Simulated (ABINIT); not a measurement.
The system is Rb.

```
CELL_PARAMETERS angstrom
-2.95451 2.95451 2.73085
2.95451 -2.95451 2.73085
2.95451 2.95451 -2.73085
ATOMIC_POSITIONS crystal
Rb 0.00000 0.00000 0.00000
```

| Property | Result |
| --- | --- |
| Program | ABINIT 10.8.3 (patched build) |
| Task | single point |
| Functional | PBE |
| Potentials or basis | JTH PAW PBE v2.0 |
| Cutoff | 435 eV |
| k mesh | 7 × 7 × 7 |
| Occupations | fermi-dirac, width 0.05 eV |
| Spin | no spin polarisation |

On this cell: pressure -0.1 GPa; band gap on the k mesh none (metal or under the smearing width).

The same run follows on a disturbed copy (cell strained at random at fixed volume):

```xyz
1
Lattice="-2.9018 2.8693 2.7765 2.9545 -2.8932 2.8594 2.9099 2.9013 -2.8024" Properties=species:S:1:pos:R:3 pbc="T T T"
Rb    0.0128   -0.0347    0.0024
```

What changes?

The energy (extrapolated to zero smearing) moves by +1.5 meV/atom; pressure -0.1 GPa; band gap on the k mesh none (metal or under the smearing width).
